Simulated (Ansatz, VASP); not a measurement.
LiF: VASP beside Ansatz

```xyz
2
Lattice="0.0000 2.0344 2.0344 2.0344 0.0000 2.0344 2.0344 2.0344 0.0000" Properties=species:S:1:pos:R:3 pbc="T T T"
Li    2.0344    2.0344    2.0344
F     0.0000    0.0000    0.0000
```

Change from the starting cell: the structure that the rattled cell fell into.

Alike in both runs: task single point; functional PBE; k mesh 8 × 8 × 8; occupations gaussian, width 0.1 eV; no spin polarisation.

```csv
,VASP,Ansatz
version,VASP 6.6.1,Ansatz 0.2.0
potentials or method,"VASP PAW PBE potentials, release 64 (Li_sv, F)","scalar-relativistic, plane waves, PAW"
plane-wave cutoff (eV),520,420
valence electrons in the cell,10,10
```

```csv
,VASP,Ansatz,Ansatz less VASP
gap on the k mesh at the Fermi level (eV),8.82,8.83,+0.002
least direct gap on the mesh (eV),8.82,8.83,+0.002
```

 A k mesh can miss the band edges.
